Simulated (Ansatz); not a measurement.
MnS: experiment and calculation

**Experimental background.**

From “Structural Investigations of α-MnS Nanocrystals and Thin Films Synthesized from Manganese(II) Xanthates by Hot Injection, Solvent-Less Thermolysis, and Doctor Blade Routes”, 2021, pmc:8552351, for a bulk crystal of MnS: lattice constant a 5.615 Å.

The results are compared with them further down.

Computed with Ansatz 0.2.0, DFT PBEsol, scalar-relativistic, plane waves, PAW.

Plane waves to 420 eV, a k mesh through Γ of 14×14×14 on the computed 2-atom cell and Gaussian smearing (0.10 eV); collinear spin from starting moments 4.29 0 μB.

Relaxed structure, symmetry kept:

```cif
data_structure
_symmetry_space_group_name_H-M 'P 1'
_symmetry_Int_Tables_number 1
_cell_length_a 3.8635
_cell_length_b 3.8635
_cell_length_c 3.8635
_cell_angle_alpha 60.000
_cell_angle_beta 60.000
_cell_angle_gamma 60.000
_cell_volume 40.78
loop_
_atom_site_label
_atom_site_type_symbol
_atom_site_fract_x
_atom_site_fract_y
_atom_site_fract_z
_atom_site_occupancy
Mn1 Mn 0.00000 0.00000 0.00000 1
S1 S 0.25000 0.25000 0.25000 1
```

| Property | Result |
| --- | --- |
| Space group | F-43m (No. 216) |
| Volume per atom | 20.39 Å³ |
| Formation energy from the elements' standard states (uncorrected) | -0.306 eV/atom |
| Kohn–Sham band gap | none (metal) |
| Density of states at the Fermi level | 1.37 states/eV per cell |
| Löwdin character within 0.5 eV of the Fermi level | Mn 3d 68 %, S 3p 22 %, unprojected 8 % |
| Bader charges (e) | Mn (1 in the cell) 1.08, S (1 in the cell) -1.08 |
| Total moment | 4.61 μB per cell |
| Site moments (μB; atoms counted from 1 over the whole cell) | Mn (atom 1) 3.90, S (atom 2) 0.09 |

Only this magnetic start was tried.

Against the measured lattice constant a of MnS, 5.615 Å (quoted in the paper above), the calculated 5.464 Å is off by -2.7 %. The calculation is for 0 K without zero-point motion. The calculated magnetic order may not be the real one, and cell, gap and energy hang on it, so these differences aren't the functional's alone.

This zinc-blende form isn't the usual stable structure of the compound.